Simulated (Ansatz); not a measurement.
## CdI₂: stiffness from a series of strains

```xyz
3
Lattice="4.2440 0.0000 0.0000 -2.1220 3.6754 0.0000 0.0000 0.0000 6.8590" Properties=species:S:1:pos:R:3 pbc="T T T"
Cd    0.0000    0.0000    0.0000
I     0.0000    2.4503    1.7093
I     2.1220    1.2251    5.1497
```

Atom numbers follow the list: Cd1, I2, I3.

The cell is COD entry 1539851, as deposited and not checked against the literature; nothing was relaxed. It differs from other determinations.

Spin–orbit coupling is left out, though it moves levels of the heavy atoms by tenths of an eV or more.

Level of theory: Ansatz 0.2.0, DFT, PBEsol, all-electron LAPW, scalar-relativistic.

The runs use a Γ-centred 8×8×5 k mesh, Fermi–Dirac smearing of 0.03 eV, basis error target 0.5 meV/atom, no spin polarisation.

The strain is applied along the Cartesian axes of the cell as listed (the other components stay zero). Fractional coordinates are held (clamped ions).

σ is the change of stress from the unstrained cell, which is at -0.40 GPa; tension is positive, so slopes are stress–strain coefficients at that pressure.

Only quantities that a quadratic follows smoothly over the whole series are listed; rougher ones are left out.

```tsv
εxx = εyy	σzz (GPa)	σxx (GPa)
-0.0200	-1.12	-1.69
-0.0100	-0.52	-0.80
0.0000	0.00	0.00
0.0200	0.87	1.36
```

Q: Fit the series and read off the stiffness at zero strain.

A: Least-squares fits y = p0 + p1 x + p2 x² to the rows give σzz (GPa): p1 = 49.7, p2 = -320; σxx (GPa): p1 = 76.2, p2 = -420. So C13 + C23 = 50 GPa and C11 + C12 = 76 GPa, for these axes.

Q: One run, at εxx = εyy = 0.0100, is withheld. Predict its row.

A: The fits give 0.47, 0.72; the run gave 0.46, 0.72.
